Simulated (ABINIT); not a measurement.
Here is an ABINIT 10.8.3 (patched build) calculation.

run.abi

```
# Datasets: ground state, then fixed potential
ndtset 2

# Pseudopotentials
pp_dirpath "./"
pseudos "Ti.GGA_PBE-JTH.xml, O.GGA_PBE-JTH.xml"

# Structure
acell 3*1.0
rprim
     8.6924327600     0.0000000000     0.0000000000
     0.0000000000     8.6924327600     0.0000000000
     0.0000000000     0.0000000000     5.5921031727
ntypat 2
znucl 22 8
natom 6
typat 1 1 2 2 2 2
xcart
     0.0000000000     0.0000000000     1.4796067800
     2.2999186620     2.2999186620     0.0000000000
     1.3998285662     1.3998285662     1.4796067800
     0.9000900958     3.6997472281     0.0000000000
     3.6997472281     0.9000900958     0.0000000000
     3.2000087577     3.2000087577     1.4796067800 Angstrom

# Plane-wave basis
ecut 23.0
pawecutdg 45.0
pawxcdev 0

# Exchange and correlation
ixc -116133

# Bands and occupations
occopt 3
tsmear 0.05 eV

# SCF cycle
nstep 100

# Output
iomode 3
prtwf 0
prteig 0
prtebands 0
enunit 1
prtden1 1

# Dataset 1
kptopt1 1
ngkpt1 6 6 9
nshiftk1 1
shiftk1 0.0 0.0 0.0
nband1 29
tolvrs1 1.0e-9

# Dataset 2: bands along G-X-M-G-Z-R-A-Z
iscf2 -2
getden2 1
nband2 35
nbdbuf2 4
tolwfr2 1.0e-11
kptopt2 -7
ndivsm2 8
prteig2 1
kptbounds2
     0.0000000000     0.0000000000     0.0000000000
     0.0000000000     0.5000000000     0.0000000000
     0.5000000000     0.5000000000     0.0000000000
     0.0000000000     0.0000000000     0.0000000000
     0.0000000000     0.0000000000     0.5000000000
     0.0000000000     0.5000000000     0.5000000000
     0.5000000000     0.5000000000     0.5000000000
     0.0000000000     0.0000000000     0.5000000000
```

Potentials or basis: JTH PAW PBE v2.0.

Run with:

```console
$ abinit run.abi > log 2>&1
```

(1) Estimate the band gap on the k mesh.

(2) Predict the pressure.

(3) Estimate the largest force.

(4) Estimate the band gap along the path.

Answers

(1) 1.82 eV, direct.

(2) -2.2 GPa.

(3) 0.050 eV/Å.

(4) 1.82 eV, direct.

Caveat: the PAW data sets were made with another functional, which shifts forces and pressure a little; the atomic spheres overlap.

**Experimental background.**

“Shallow Valence Band of Rutile GeO2 and P-type Doping”, 2020, arxiv:2011.08928 quotes, for a bulk crystal of TiO2 at 1.6 K: band gap 3.03 eV (direct).

Against the measured gap of TiO2, 3.03 eV (direct; 1.6 K; quoted in “Shallow Valence Band of Rutile GeO2 and P-type Doping”, 2020, arxiv:2011.08928), the calculated 1.82 eV is off by -1.21 eV. 2 values of this kind are on record in papers (3.03 to 3.05 eV); this one was drawn at random among those near their median. The value is that of PBEsol, without temperature or zero-point motion. Semilocal functionals fall short of measured gaps as a rule. The cell is a database's relaxed one, not the measured one, which moves gaps too.
